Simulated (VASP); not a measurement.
Wanted: the native input for a VASP 6.6.1 run.

```yaml
Task: relaxation of cell and atoms
Functional: PBEsol
Potentials_or_basis: VASP PAW PBE potentials, release 64 (K_sv, F)
Cutoff: 600 eV
k_mesh: 10 × 10 × 10
Occupations: gaussian, width 0.03 eV
Spin: no spin polarisation
Further_INCAR_settings: ALGO = Normal; EDIFF = 1e-06; IBRION = 2; EDIFFG = -0.01; NSW = 90; ISIF = 3
```

The structure of KF (Carobbiite) lies in POSCAR:

```
KF
1.0
    0.0000000000      2.6718500000      2.6718500000
    2.6718500000      0.0000000000      2.6718500000
    2.6718500000      2.6718500000      0.0000000000
K F
1 1
Direct
    0.0000000000      0.0000000000      0.0000000000
    0.5000000000      0.5000000000      0.5000000000
```

The input as run:

INCAR

```
SYSTEM = KF
  ALGO = Normal
  EDIFF = 1E-6
  EDIFFG = -0.01
  ENCUT = 600
  GGA = PS
  IBRION = 2
  ISIF = 3
  ISMEAR = 0
  LASPH = .TRUE.
  LCHARG = .FALSE.
  LREAL = .FALSE.
  LWAVE = .FALSE.
  NELM = 80
  NSW = 90
  PREC = Accurate
  SIGMA = 0.03
```

KPOINTS

```
k-points
0
G
  10 10 10
  0 0 0
```

Potentials or basis: VASP PAW PBE potentials, release 64 (K_sv, F).

The run is started by

```bash
$ cat potpaw_PBE.64/K_sv/POTCAR potpaw_PBE.64/F/POTCAR > POTCAR
$ mpirun -np 1 vasp_std > vasp.out
```

Results of the run:

| Quantity | Value |
| --- | --- |
| Relaxed volume | 18.73 Å³/atom |
| Relaxed cell | a = 3.756 Å, b = 3.756 Å, c = 3.756 Å, α = 60.00°, β = 60.00°, γ = 60.00° |
| Space group after relaxing (to 0.05 Å) | Fm-3m (No. 225) |
| Energy gained by relaxing | 0.8 meV/atom |
| Ionic steps | 3 |
| Pressure after relaxing | -0.1 GPa |
| Band gap on the k mesh | 6.12 eV, direct |

Caveat: the PAW data sets were made with another functional, which shifts forces and pressure a little.

Wall time 26 s on 1 thread of Intel(R) Xeon(R) 6975P-C (Granite Rapids), on a shared host, peak memory 0.19 GiB.
